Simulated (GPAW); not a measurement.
Crystal: CuO (Tenorite).

```
Cu O
1.0
     2.34185   -1.71130    0.00000
     2.34185    1.71130    0.00000
    -0.85003    0.00000    5.05787
Cu O
2 2
Cartesian
  0.7459 -0.8557 2.5289
  1.1709 0.8557 0.0000
  1.7043 0.2793 3.7934
  2.1293 -0.2793 1.2645
```

```yaml
Program: GPAW 26.7.0
Task: single point
Functional: PBEsol
Potentials_or_basis: PAW data sets generated in the run's folder for this functional
Cutoff: 800 eV
Basis: pw
k_mesh: 10 × 10 × 5
Occupations: fermi-dirac, width 0.05 eV
Spin: no spin polarisation
```

On this cell: pressure -0.1 GPa; largest force 0.265 eV/Å; band gap on the k mesh none (metal or under the smearing width).

The same run follows on a disturbed copy (atoms moved at random, drawn with an rms of 0.05 Å):

```
Cu O
1.0
     2.34185   -1.71130    0.00000
     2.34185    1.71130    0.00000
    -0.85003    0.00000    5.05787
Cu O
2 2
Direct
  0.50631 0.99109 0.50005
  0.99695 0.51187 0.00777
  0.41258 0.58217 0.75430
  0.57936 0.40935 0.25162
```

Question: What does the disturbed cell give?

Answer: The energy (extrapolated to zero smearing) moves by +4.9 meV/atom; pressure -0.4 GPa; largest force 0.432 eV/Å; band gap on the k mesh none (metal or under the smearing width).

Forces on the atoms (eV/Å):
```
Cu  -0.044  0.142  0.405
Cu  -0.195  0.030 -0.342
O    0.094 -0.395 -0.112
O    0.144  0.224  0.049
```

Stress tensor (GPa, compression positive):
```
-0.35 -0.22 -1.39
-0.22  0.94 -0.50
-1.39 -0.50 -1.74
```

Caveats: with this Cu data set, volumes or pressures lay over 1.5 % or 2 GPa off other programs in two to four cells of ten; the run has no spin polarisation, though such a crystal can be magnetic; semilocal functionals often make such compounds metallic where correlation or magnetic order opens a gap, which also shifts bond lengths.
